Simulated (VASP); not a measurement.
A run of VASP 6.6.1:

Contents of INCAR:

```
SYSTEM = TiCo3
PREC = Accurate
ENCUT = 600
EDIFF = 1E-6
ISMEAR = -1
SIGMA = 0.05
LREAL = .FALSE.
LASPH = .TRUE.
NELM = 120
ALGO = Normal
ISIF = 3
LWAVE = .FALSE.
LCHARG = .FALSE.
ISPIN = 2
MAGMOM = 2 2 2 1
LORBIT = 11
LMAXMIX = 4
IBRION = 2
NSW = 40
EDIFFG = -0.01
KPAR = 2
```

File KPOINTS:

```
Automatic mesh
0
G
  8 8 8
  0 0 0
```

The input POSCAR:

```
TiCo3
1.0
    3.5710000000      0.0000000000      0.0000000000
    0.0000000000      3.5710000000      0.0000000000
    0.0000000000      0.0000000000      3.5710000000
Co Ti
3 1
Direct
    0.5000000000      0.5000000000      0.0000000000
    0.5000000000      0.0000000000      0.5000000000
    0.0000000000      0.5000000000      0.5000000000
    0.0000000000      0.0000000000      0.0000000000
```

Potentials or basis: VASP PAW LDA potentials, release 64 (Co, Ti_sv).

The run is started by

```console
$ cat potpaw_LDA.64/Co/POTCAR potpaw_LDA.64/Ti_sv/POTCAR > POTCAR
$ mpirun -np 2 vasp_std > vasp.out
```

Hardware: 2 MPI ranks on Intel(R) Xeon(R) 6975P-C (Granite Rapids) (shared host).

Q: Estimate the wall time of this run.

A: It took 2.1 min on 2 MPI ranks on Intel(R) Xeon(R) 6975P-C (Granite Rapids), on a shared host, peak memory 0.22 GiB a rank. Counts: scf iterations 53, k points 35, ion steps 4.
